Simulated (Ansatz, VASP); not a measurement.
**HgTe in VASP and in Ansatz**

The input INCAR:

```
ALGO = Normal
EDIFF = 1E-6
ENCUT = 520
GGA = PS
ISIF = 2
ISMEAR = -1
LASPH = T
LCHARG = T
LELF = T
LREAL = F
LVHAR = T
LWAVE = F
NBANDS = 16
NELM = 60
PREC = Accurate
SIGMA = 0.05
```

Contents of KPOINTS:

```
k-points
0
Gamma
  12 12 12
```

File POSCAR:

```
HgTe
1.0
    0.0000000000      3.0224708340      3.0224708340
    3.0224708340      0.0000000000      3.0224708340
    3.0224708340      3.0224708340      0.0000000000
Hg Te
1 1
Direct
    0.0000000000      0.0000000000      0.0000000000
    0.2500000000      0.2500000000      0.2500000000
```

Input for Ansatz:

```yaml
crystal:
  lattice:
    - [0.0, 3.022470834, 3.022470834]
    - [3.022470834, 0.0, 3.022470834]
    - [3.022470834, 3.022470834, 0.0]
  atoms:
    - { symbol: Hg, position: [0.0, 0.0, 0.0] }
    - { symbol: Te, position: [0.25, 0.25, 0.25] }
kpoints:
  mp_grid: { grid: [12, 12, 12] }
scf:
  occupations: { method: fermi_dirac, width: 0.05 }
hamiltonian:
  xc: pbesol
  pseudopotentials: { kind: all_electron, lapw: { basis_error: 0.001 } }
output:
  forces: true
  stress: true
  eigenvalues: true
  populations: true
```

Change from the starting cell: volume scaled by 0.8, LAPW.

Alike in both runs: task single point; functional PBEsol; k mesh 12 × 12 × 12; occupations fermi-dirac, width 0.05 eV; no spin polarisation.

|  | VASP | Ansatz |
| --- | --- | --- |
| version | VASP 6.6.1 | Ansatz 0.2.0 |
| potentials or method | VASP PAW PBE potentials, release 64 (Hg, Te) | all-electron LAPW, scalar-relativistic |
| plane-wave cutoff (eV) | 520 | see its input |

```csv
,VASP,Ansatz,Ansatz less VASP
pressure (GPa),16.9,16.6,-0.30
```

Ansatz ran all-electron here, so the differences hold the error of VASP's frozen core and of both bases.

Caveats: so large a pressure means that the cell lies far from this level's equilibrium, or that cutoff or potentials fall short (VASP); the potentials were made for another functional, which shifts forces and pressure (VASP). The runs have no spin-orbit coupling, so splittings on Hg, Te are missing.
